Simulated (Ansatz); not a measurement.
# 6-layer 2H-WS2 (2H stacking) in a perpendicular field

Wanted: the out-of-plane response of the 6-layer 2H-WS2 (2H stacking). A positive field points along +c.

Main program and level: Ansatz 0.2.0; plane-wave DFT, PBE-D3(BJ), Ansatz PAW.

**1. The starting structure**

The cell holds 18 atoms: 12 S and 6 W. Its edges and angles: a = 3.180 Å, b = 3.180 Å, c = 102.754 Å, α = 90.0°, β = 90.0°, γ = 120.0°. Regions: layer 1: 2H-WS2, 3 atoms (2 S and 1 W); layer 2: 2H-WS2, 3 atoms (2 S and 1 W); layer 3: 2H-WS2, 3 atoms (2 S and 1 W); layer 4: 2H-WS2, 3 atoms (2 S and 1 W); layer 5: 2H-WS2, 3 atoms (2 S and 1 W); layer 6: 2H-WS2, 3 atoms (2 S and 1 W). Vacuum lies along c.

**2. Relaxing the slab**

The starting cell is a guess, so the in-plane lattice and the atoms are relaxed first, with the slab cut off from its images along the normal.

File input.yaml:

```yaml
crystal:
  lattice:
    - [3.18, 0.0, 0.0]
    - [-1.59, 2.753960784, 0.0]
    - [0.0, 0.0, 102.7537213898]
  atoms:
    - { symbol: S, position: [0.3333333333, 0.6666666667, 0.325535655] }
    - { symbol: W, position: [0.0, 0.0, 0.3424480363] }
    - { symbol: S, position: [0.3333333333, 0.6666666667, 0.3593604176] }
    - { symbol: S, position: [0.0, 0.0, 0.3885564405] }
    - { symbol: W, position: [0.3333333333, 0.6666666667, 0.4054688218] }
    - { symbol: S, position: [0.0, 0.0, 0.4223812031] }
    - { symbol: S, position: [0.3333333333, 0.6666666667, 0.451577226] }
    - { symbol: W, position: [0.0, 0.0, 0.4684896073] }
    - { symbol: S, position: [0.3333333333, 0.6666666667, 0.4854019885] }
    - { symbol: S, position: [0.0, 0.0, 0.5145980115] }
    - { symbol: W, position: [0.3333333333, 0.6666666667, 0.5315103927] }
    - { symbol: S, position: [0.0, 0.0, 0.548422774] }
    - { symbol: S, position: [0.3333333333, 0.6666666667, 0.5776187969] }
    - { symbol: W, position: [0.0, 0.0, 0.5945311782] }
    - { symbol: S, position: [0.3333333333, 0.6666666667, 0.6114435595] }
    - { symbol: S, position: [0.0, 0.0, 0.6406395824] }
    - { symbol: W, position: [0.3333333333, 0.6666666667, 0.6575519637] }
    - { symbol: S, position: [0.0, 0.0, 0.674464345] }
  periodic: [true, true, false]
kpoints:
  mp_grid: { grid: [12, 12, 1] }
hamiltonian:
  xc: pbe
  dispersion: d3bj
scf:
  occupations: { method: fermi_dirac, width: 0.05 }
  convergence: { dr2_threshold: 1.0e-09 }
relax:
  f_tol: 0.004
  max_steps: 90
  cell: {}
output:
  write_potential: true
  write_density: true
  volumetric_format: npy
```

Run with:

```sh
> ansatz run input.yaml --threads 4 --pin off --max-ram 16384MiB --backend cpu --events-out ev --progress --plain --runs-dir out
```

Numbers of over 12 decimals in the logs are rounded to 6 here.

Log:

```text
Warning: relax.cell: scf.convergence.dr2_threshold = 1e-9 eV is looser than the 8.56097698031e-11 eV advised for a relaxation that steers and ends on the stress (1e-10 eV for each atom of the cell: 18, times the square of relax.cell.stress_2d_tol = 0.05 N/m over 45.9 Å (the atoms' height at the walk's start and 5 Å past either face), 1.090e-2 GPa, over a crystal's default 0.05). What an SCF threshold leaves in a stress goes as its square root, and in the free energy as the threshold itself, and one threshold admits the most on a small cell: [figures from the program's tests cut] Set scf.convergence.dr2_threshold to 8.56097698031e-11 eV or tighter. [rest of the remark cut]
Engine: ansatz 0.2.0, aarch64-unknown-linux-gnu
Pseudopotentials: kind: paw
Pseudopotential: S, paw, valence charge 6, recommended cutoff 420 eV (normal), S.paw.azcp
Pseudopotential: W, paw, valence charge 14, recommended cutoff 420 eV (normal), W.paw.azcp
Functional definition: PBE
  parameter kappa = 0.804
  parameter beta = 0.066725
  exchange = pbe_x(kappa = kappa, mu = beta*pi^2/3)
  correlation = pbe_c(beta = beta)
Crystal: 18 atoms, lattice volume = 899.876 Å³
Basis set: ecut = 420 eV, 17695 PW (Γ), exchange–correlation on 48×48×1440 points (8 copies of the dense FFT grid, shifted against one another)
Bands: 96, of which v1, the nominal top of the filled ones, is band 78 counted from 1 (77 counted from 0)
Symmetry: 12 space group operations
Space group: P-3m1 (ITA 164), of the structure as read, at distance tolerance 9.7e-5 Å
k-points: 19 of 144
Non-local potential: S, projectors of the file, l = 0: 2, l = 1: 2, l = 2: 2
Non-local potential: W, projectors of the file, l = 0: 3, l = 1: 2, l = 2: 2, l = 3: 1
PAW form: soft (Blöchl's): semilocal exchange-correlation on the pseudo side does not see the compensation charge
PAW one-centre angular grid: S, 110 points (default); XC on 64 Gauss nodes
PAW one-centre angular grid: W, 590 points (default); XC on 64 Gauss nodes
Initial density: superposition of atomic densities (neutral atoms: chi_scale 0, normalization atom), corrected by the library's trained network
Initial wavefunctions: pseudopotential atomic-orbital guess
Functional: x = pbe(κ = 0.804, μ = 0.219515), c = pbe(β = 0.066725)
SCF iter   1: F=—  HF=-73152.527820 eV  |F-HF|=—  |Δ(HF+E_count)|=         —  Δρ=3.09e-3  dr2=1.11e-1  ethr=1.77e-3  ⟨swp⟩=11.3  Hψ=11319  notcnv=0
preconditioner: auto → Resta (q_TF=auto, 2.037 Å⁻¹)  ε∞=3.8  [insulator: Δε(μ)=0.978 eV  Ē_g=7.705 eV  σ=0.050 eV  W_gap=1.00  n_scr=66 (ndim 8)  ℏωp=12.9 eV  f_vac=0.617  D(μ)=0.00/eV (n_scr^D=0)  ε∞_Penn≈3.8  vacuum switching on, ρ_ref=4.3e-3 e/Å³]
SCF iter   2: F=—  HF=-73152.563160 eV  |F-HF|=—  |Δ(HF+E_count)|=   3.53e-2  Δρ=1.99e-3  dr2=1.03e-1  ethr=7.14e-5  ⟨swp⟩=3.9  Hψ=4613  notcnv=0  defer=115
SCF iter   3: F=—  HF=-73152.561413 eV  |F-HF|=—  |Δ(HF+E_count)|=   1.75e-3  Δρ=1.34e-3  dr2=1.01e-2  ethr=6.61e-5  ⟨swp⟩=3.1  Hψ=3127  notcnv=0  defer=109
SCF iter   4: F=—  HF=-73152.569956 eV  |F-HF|=—  |Δ(HF+E_count)|=   8.54e-3  Δρ=3.54e-4  dr2=2.37e-3  ethr=6.47e-6  ⟨swp⟩=3.4  Hψ=3767  notcnv=0  defer=111
SCF iter   5: F=—  HF=-73152.570026 eV  |F-HF|=—  |Δ(HF+E_count)|=   6.96e-5  Δρ=8.13e-5  dr2=8.01e-5  ethr=1.52e-6  ⟨swp⟩=3.3  Hψ=3486  notcnv=0  defer=114
SCF iter   6: F=—  HF=-73152.570037 eV  |F-HF|=—  |Δ(HF+E_count)|=   1.10e-5  Δρ=3.56e-5  dr2=2.10e-5  ethr=5.13e-8  ⟨swp⟩=3.2  Hψ=3905  notcnv=0  defer=114
SCF iter   7: F=—  HF=-73152.570063 eV  |F-HF|=—  |Δ(HF+E_count)|=   2.67e-5  Δρ=2.31e-5  dr2=3.98e-5  ethr=1.35e-8  ⟨swp⟩=2.9  Hψ=3352  notcnv=0  defer=114
SCF iter   8: F=—  HF=-73152.570057 eV  |F-HF|=—  |Δ(HF+E_count)|=   6.55e-6  Δρ=8.89e-6  dr2=1.89e-6  ethr=1.35e-8  ⟨swp⟩=2.7  Hψ=2897  notcnv=0  defer=114
SCF iter   9: F=—  HF=-73152.569878 eV  |F-HF|=—  |Δ(HF+E_count)|=   1.79e-4  Δρ=3.34e-6  dr2=3.87e-7  ethr=1.21e-9  ⟨swp⟩=3.1  Hψ=3577  notcnv=0  defer=122
SCF iter  10: F=—  HF=-73152.569878 eV  |F-HF|=—  |Δ(HF+E_count)|=   1.43e-8  Δρ=2.48e-6  dr2=4.13e-7  ethr=2.48e-10  ⟨swp⟩=2.9  Hψ=3097  notcnv=0  defer=122
SCF iter  11: F=—  HF=-73152.569878 eV  |F-HF|=—  |Δ(HF+E_count)|=   2.81e-9  Δρ=8.45e-7  dr2=1.64e-8  ethr=2.48e-10  ⟨swp⟩=2.5  Hψ=2470  notcnv=0  defer=122
SCF iter  12: F=—  HF=-73152.569878 eV  |F-HF|=—  |Δ(HF+E_count)|=   3.06e-8  Δρ=6.62e-7  dr2=1.36e-8  ethr=1.05e-11  ⟨swp⟩=3.2  Hψ=4007  notcnv=0  defer=122
SCF iter  13: F=—  HF=-73152.569878 eV  |F-HF|=—  |Δ(HF+E_count)|=   1.59e-9  Δρ=2.22e-7  dr2=1.55e-9  ethr=8.75e-12  ⟨swp⟩=2.4  Hψ=2361  notcnv=0  defer=122
SCF iter  14: F=-73152.569878 eV  HF=-73152.569878 eV  |F-HF|=2.11e-9  |Δ(HF+E_count)|=  9.17e-10  Δρ=1.01e-7  dr2=3.95e-10  ethr=1.00e-12  ⟨swp⟩=11.4  Hψ=14268  notcnv=0
SCF 1 converged in 14 iterations: F = -73152.569878 eV  dr2 = 3.95e-10
  greatest PAW one-centre occupation: 1.000 electrons in one spin orbital (limit 2), on the W atom at site 16 (counted from 0), in its partial waves of l = 0
relax step   1: F+E_penalty+E_count = -73152.56987820 eV  Δ(F+E_penalty+E_count) = +0.000e0 eV  max|allowed force component| = 2.684e0 eV/Å  Δτ_max = 0.0000 Å  P = -39.531 N/m  Ω = 899.876 Å³  fix = [c, alpha, beta]  reactions: c -0.000 N/m  (14 SCF iters, accepted)
Crystal: 18 atoms, lattice volume = 884.091 Å³
Basis set: ecut = 420 eV, 17083 PW (Γ), exchange–correlation on 48×48×1440 points (8 copies of the dense FFT grid, shifted against one another)
Initial density: handed on by an earlier stage of this run
Initial wavefunctions: those handed on with the density
iter 1 solved again at ethr=1.06e-3 eV; its pass at ethr=3.10e-3 eV (dr2=1.65e0 eV) is discarded
SCF iter   1: F=—  HF=-73155.681558 eV  |F-HF|=—  |Δ(HF+E_count)|=         —  Δρ=1.03e-2  dr2=1.70e0  ethr=1.06e-3  ⟨swp⟩=2.0  Hψ=13328  notcnv=0
preconditioner: auto → Resta (q_TF=auto, 2.043 Å⁻¹)  ε∞=3.4  [insulator: Δε(μ)=1.250 eV  Ē_g=8.458 eV  σ=0.050 eV  W_gap=1.00  n_scr=66 (ndim 8)  ℏωp=13.0 eV  f_vac=0.621  D(μ)=0.00/eV (n_scr^D=0)  ε∞_Penn≈3.4  vacuum switching on, ρ_ref=5.2e-3 e/Å³]
SCF iter   2: F=—  HF=-73155.407514 eV  |F-HF|=—  |Δ(HF+E_count)|=   2.74e-1  Δρ=4.91e-3  dr2=3.20e-1  ethr=1.06e-3  ⟨swp⟩=3.7  Hψ=3285  notcnv=0  defer=3
SCF iter   3: F=—  HF=-73155.354299 eV  |F-HF|=—  |Δ(HF+E_count)|=   5.32e-2  Δρ=2.56e-3  dr2=4.77e-2  ethr=2.05e-4  ⟨swp⟩=4.2  Hψ=3890  notcnv=0  defer=113
SCF iter   4: F=—  HF=-73155.346698 eV  |F-HF|=—  |Δ(HF+E_count)|=   7.60e-3  Δρ=6.97e-4  dr2=4.44e-3  ethr=3.06e-5  ⟨swp⟩=3.2  Hψ=3640  notcnv=0  defer=118
[...]
relax step  10: F+E_penalty+E_count = -73155.63958437 eV  Δ(F+E_penalty+E_count) = -3.042e-4 eV  max|allowed force component| = 2.206e-2 eV/Å  Δτ_max = 0.0535 Å  P = +0.126 N/m  Ω = 885.608 Å³  energy of the carried Pulay correction = +7.752e-4 eV  fix = [c, alpha, beta]  reactions: c +0.000 N/m  (12 SCF iters, accepted)
relax step  11: F+E_penalty+E_count = -73155.64006976 eV  Δ(F+E_penalty+E_count) = -4.854e-4 eV  max|allowed force component| = 3.736e-3 eV/Å  Δτ_max = 0.0199 Å  P = -0.011 N/m  Ω = 885.828 Å³  energy of the carried Pulay correction = +7.632e-4 eV  fix = [c, alpha, beta]  reactions: c -0.000 N/m  (11 SCF iters, accepted)
relax step  12: F+E_penalty+E_count = -73155.64009111 eV  Δ(F+E_penalty+E_count) = -2.135e-5 eV  max|allowed force component| = 1.233e-3 eV/Å  Δτ_max = 0.0068 Å  P = +0.015 N/m  Ω = 885.730 Å³  energy of the carried Pulay correction = +7.686e-4 eV  fix = [c, alpha, beta]  reactions: c +0.000 N/m  (11 SCF iters, accepted)
Initial wavefunctions: pseudopotential atomic-orbital guess (no wavefunctions were taken with the density)
iter 1 solved again at ethr=2.18e-7 eV; its pass at ethr=3.10e-3 eV (dr2=3.41e-4 eV) is discarded
SCF iter   1: F=—  HF=-73155.639434 eV  |F-HF|=—  |Δ(HF+E_count)|=         —  Δρ=1.60e-5  dr2=3.22e-7  ethr=2.18e-7  ⟨swp⟩=7.4  Hψ=22026  notcnv=0
SCF iter   2: F=—  HF=-73155.639220 eV  |F-HF|=—  |Δ(HF+E_count)|=   2.14e-4  Δρ=8.14e-6  dr2=8.33e-8  ethr=2.06e-10  ⟨swp⟩=5.4  Hψ=6696  notcnv=0
SCF iter   3: F=—  HF=-73155.639220 eV  |F-HF|=—  |Δ(HF+E_count)|=   5.12e-8  Δρ=1.16e-6  dr2=4.45e-8  ethr=5.34e-11  ⟨swp⟩=2.9  Hψ=3842  notcnv=0
SCF iter   4: F=—  HF=-73155.639220 eV  |F-HF|=—  |Δ(HF+E_count)|=   6.01e-9  Δρ=4.36e-7  dr2=1.61e-9  ethr=2.85e-11  ⟨swp⟩=2.7  Hψ=3031  notcnv=0
SCF iter   5: F=-73155.639220 eV  HF=-73155.639220 eV  |F-HF|=5.62e-9  |Δ(HF+E_count)|=  8.88e-10  Δρ=2.17e-7  dr2=3.25e-10  ethr=1.00e-12  ⟨swp⟩=17.7  Hψ=17840  notcnv=0
SCF 13 converged in 5 iterations: F = -73155.639220 eV  dr2 = 3.25e-10
relax step  13: F+E_penalty+E_count = -73155.63921976 eV  Δ(F+E_penalty+E_count) = +8.713e-4 eV  max|allowed force component| = 1.170e-3 eV/Å  Δτ_max = 0.0000 Å  P = +0.027 N/m  Ω = 885.730 Å³  fix = [c, alpha, beta]  reactions: c +0.000 N/m  stress off target by 2.69e-2 N/m on what of the cell is left free  SCF on the basis re-selected at this cell (its energy is not comparable with the rows above)  (5 SCF iters)
basis re-selected at this cell: Δ(F+E_penalty+E_count) = +8.713e-4 eV, ΔP = +0.012 N/m vs the last step (what re-selecting the basis moved, of the pressure what is left beyond the Pulay correction that the steps carried, after the strain that the cell walked since its last selection, with what the two solves' SCF thresholds leave and, on support functions, any second-order correction that the steps lacked; it is no m [...]
WARN: The output density's exchange-correlation potential varies sharply where the density is thin. Do not read a vacuum level from v_tot or v_xc, or from such a field of the output density. On a cell that repeats whose density bears no net charge and no dipole along the vacuum's axis use v_es (v_loc + v_h of the components); under efield.dipole_correction with no amplitude use v_es + v_field, which holds any externa [...]
SCF converged after 5 iterations
Free energy (F): -73155.639220 eV
Harris-Foulkes:  -73155.639220 eV  (|F-HF|=5.62e-9)
Internal energy: -73155.639217 eV  (E = F + TS)
E sigma→0 (E₀):  -73155.639218 eV
Entropy (-TS):   -0.000003 eV (-0.000 meV/atom)
Fermi energy:    -4.609227 eV
--- Per-component energies (eV) ---
  E_band       = -3736.584656
  E_kinetic    = 4002.825868
  E_local      = -3493184.459234  (includes V_loc(G=0)·N_el)
  E_nonlocal   = 344.345544
  E_hartree    = 1744202.387445
  E_xc         = -2775.205589
  E_vxc        = -2493.320385  (∫ρ·V_xc dr)
  E_paw        = -58578.963531  (= ΣΔE_a)
  E_vpaw       = -810.753203  (= ΣTr[D̂ρ^β])
  E_aug_tail   = -0.000371  (compensation charges beyond the density's cutoff)
  E_ewald      = 1732840.862944
  E_disp       = -7.432293  (pairwise vdW)
  E_smearing   = -0.000003  (= −TS)
  E_closure    = -0.000000  (closes the sum)
  Σ components = -73155.639220   (vs F -73155.639220, Δ=0.00e0)
--- Forces (eV/Å), atoms counted from 1 ---
  atom   1  S      0.00000000     0.00000000     0.00105780
  atom   2  W     -0.00000000    -0.00000000     0.00001132
  atom   3  S      0.00000000     0.00000000    -0.00117011
  atom   4  S     -0.00000000    -0.00000000     0.00101158
  atom   5  W      0.00000000     0.00000000     0.00025926
  atom   6  S     -0.00000000    -0.00000000    -0.00014167
  atom   7  S      0.00000000     0.00000000    -0.00011463
  atom   8  W     -0.00000000    -0.00000000    -0.00018497
  atom   9  S      0.00000000     0.00000000    -0.00020767
  atom  10  S     -0.00000000    -0.00000000     0.00020767
  atom  11  W      0.00000000     0.00000000     0.00018497
  atom  12  S     -0.00000000    -0.00000000     0.00011463
  atom  13  S      0.00000000     0.00000000     0.00014167
  atom  14  W     -0.00000000    -0.00000000    -0.00025926
  atom  15  S      0.00000000     0.00000000    -0.00101158
  atom  16  S     -0.00000000    -0.00000000     0.00117011
  atom  17  W      0.00000000     0.00000000    -0.00001132
  atom  18  S     -0.00000000    -0.00000000    -0.00105780
  max |Σ_I F_I| component: 2.31e-18 eV/Å
--- 2D stress c σ (N/m, compression-positive) ---
        0.026933       0.000000       0.000000
        0.000000       0.026933       0.000000
        0.000000       0.000000       0.000000
  P = ½ c Tr σ = 0.0269 N/m
--- Band table (eV; the first three rows and the last of 19) ---
  k-point 0: bands = [... 74 lower, -5.5421, -5.3047, -5.1422, -5.0477, -2.7815, -2.7815, -2.7811, -2.7811, ... 14 higher]
  k-point 1: bands = [... 74 lower, -5.6413, -5.4624, -5.3475, -5.2846, -2.8922, -2.8883, -2.8728, -2.8652, ... 14 higher]
  k-point 2: bands = [... 74 lower, -6.0246, -5.9596, -5.9290, -5.9179, -3.4791, -3.4131, -3.3047, -3.1755, ... 14 higher]
  k-point 18: bands = [... 74 lower, -5.7398, -5.6854, -5.6359, -5.6023, -3.7632, -3.7632, -3.7627, -3.7627, ... 14 higher]
  the weakly bound empty levels are not read free of the cell's end (no_gap_told)
--- Relaxed structure (12 steps of the walk, 11 accepted, 1 SCFs on fresh bases) ---
  F+E_penalty+E_count = -73155.63921976 eV   max|allowed force component| = 1.170e-3 eV/Å   (the final SCF, on the basis selected at the relaxed cell)
  cell:  # Å, volume = 885.7297 Å³
    - [3.154907, 0, 0]
    - [-1.577453, 2.732229, 0]
    - [0, 0, 102.7537213898]
  atoms:
    - { symbol: S, position: [0.333333, 0.666667, 0.336859] }
    - { symbol: W, position: [3.259453751358316e-17, -5.088522196306342e-17, 0.352208] }
    - { symbol: S, position: [0.333333, 0.666667, 0.367539] }
    - { symbol: S, position: [2.7132748006316127e-17, -5.0885221963063406e-17, 0.396033] }
    - { symbol: W, position: [0.333333, 0.666667, 0.411357] }
    - { symbol: S, position: [1.9533146807571945e-17, -5.0885221963063406e-17, 0.426680] }
    - { symbol: S, position: [0.333333, 0.666667, 0.455135] }
    - { symbol: W, position: [1.395870851809626e-17, -5.0885221963063406e-17, 0.470458] }
    - { symbol: S, position: [0.333333, 0.666667, 0.485780] }
    - { symbol: S, position: [8.346945125466756e-18, -5.0885221963063406e-17, 0.514220] }
    - { symbol: W, position: [0.333333, 0.666667, 0.529542] }
    - { symbol: S, position: [7.433731645981863e-19, -5.0885221963063406e-17, 0.544865] }
    - { symbol: S, position: [0.333333, 0.666667, 0.573320] }
    - { symbol: W, position: [-4.8299103089907466e-18, -5.0885221963063406e-17, 0.588643] }
    - { symbol: S, position: [0.333333, 0.666667, 0.603967] }
    - { symbol: S, position: [-1.030769624245771e-17, -5.08852219630634e-17, 0.632461] }
    - { symbol: W, position: [0.333333, 0.666667, 0.647792] }
    - { symbol: S, position: [-1.7829362983663377e-17, -5.08852219630634e-17, 0.663141] }
```

Run time: 11 min. Hardware: 4 threads of Arm Neoverse V1, shared host; peak memory 2.8 GiB; 42 min of CPU time.

Step by step:

| step | energy less that of the first step (eV) | largest force component (eV/Å) | volume (Å³) |
| --- | --- | --- | --- |
| 1 | 0.0000 | 2.6844 | 899.88 |
| 2 | -2.7764 | 0.7346 | 884.09 |
| 3 | -2.9437 | 0.1860 | 884.07 |
| 4 | -2.9839 | 0.0683 | 884.35 |
| 5 | -3.0205 | 0.0760 | 884.83 |
| 6 | -3.0478 | 0.0360 | 884.67 |
| 7 | -3.0658 | 0.0413 | 885.29 |
| 8 | -3.0645 | 0.0736 | 886.04 |
| 9 | -3.0694 | 0.0161 | 885.78 |
| 10 | -3.0697 | 0.0221 | 885.61 |
| 11 | -3.0702 | 0.0037 | 885.83 |
| 12 | -3.0702 | 0.0012 | 885.73 |
| 13* | -3.0693 | 0.0012 | 885.73 |

Relaxation steps marked * repeat the geometry before them on a plane-wave basis chosen anew for their cell, so energy and pressure can jump there. Relaxation step 8 was tried and not accepted.

Forces are held to the 12 operations that the run works with; a distortion that breaks them can't arise in this run.

| cell as run | before | after | change |
| --- | --- | --- | --- |
| a (Å) | 3.180 | 3.155 | -0.8 % |
| b (Å) | 3.180 | 3.155 | -0.8 % |

The atoms that moved most (Å, along periodic axes as changes of fractional coordinates times the final cell, across vacuum about the mean position):

| atom | dx | dy | dz | length |
| --- | --- | --- | --- | --- |
| S18 | 0.000 | 0.000 | -1.164 | 1.164 |
| S1 | 0.000 | 0.000 | 1.164 | 1.164 |
| W2 | 0.000 | 0.000 | 1.003 | 1.003 |
| W17 | 0.000 | 0.000 | -1.003 | 1.003 |
| S3 | 0.000 | 0.000 | 0.840 | 0.840 |
| S16 | 0.000 | 0.000 | -0.840 | 0.840 |
| S4 | 0.000 | 0.000 | 0.768 | 0.768 |
| S15 | 0.000 | 0.000 | -0.768 | 0.768 |

The lattice constant a goes from 3.180 to 3.155 Å.

(Continued in part 2 of 3.)

[Logs are printed without paths, hosts, clocks, repeated set-up lines and the standing remarks that a program may print on its own settings, such as how far it seeks lower states.]

[Hosts, paths, dates, database ids (printed as entryN), source tags and the programs' standing remarks are cut or masked in the printed files.]

[Maps of the electrostatic potential energy from Ansatz leave out the sawtooth potential of an applied field or a dipole correction, so their vacuum need not be flat; planar profiles and work functions include it.]
